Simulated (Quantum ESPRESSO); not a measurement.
Crystal: SiC (Moissanite).

```
Si C
1.0
     3.07600    0.00000    0.00000
    -1.53800    2.66389    0.00000
     0.00000    0.00000    5.04800
Si C
2 2
Direct
  0.66667 0.33333 0.50000
  0.33333 0.66667 0.00000
  0.66667 0.33333 0.88500
  0.33333 0.66667 0.38500
```

Base run:

| Item | Value |
| --- | --- |
| Program | Quantum ESPRESSO 7.5 |
| Functional | PW86PBE |
| Potentials or basis | PseudoDojo 0.4.1 SR PBE standard |
| Cutoff | 1116 eV |
| Density cutoff | 4463 eV |
| k mesh | 10 × 10 × 5 |
| Occupations | fermi-dirac, width 0.05 eV |
| Spin | no spin polarisation |

Its results: band gap on the k mesh 2.70 eV, indirect (least direct gap 4.25 eV); pressure 8.1 GPa; largest force 0.766 eV/Å.

After a change of settings the same cell gave: band gap on the k mesh 2.54 eV, indirect (least direct gap 4.13 eV); pressure 4.4 GPa; largest force 0.760 eV/Å. Which change was it?
A. functional from PW86PBE to HCTH
B. functional from PW86PBE to SOGGA
C. functional from PW86PBE to B86bPBE

C.

Caveats: the potentials were made for another functional, which shifts forces and pressure; the mesh misses the band edges, which the band path finds closer together.
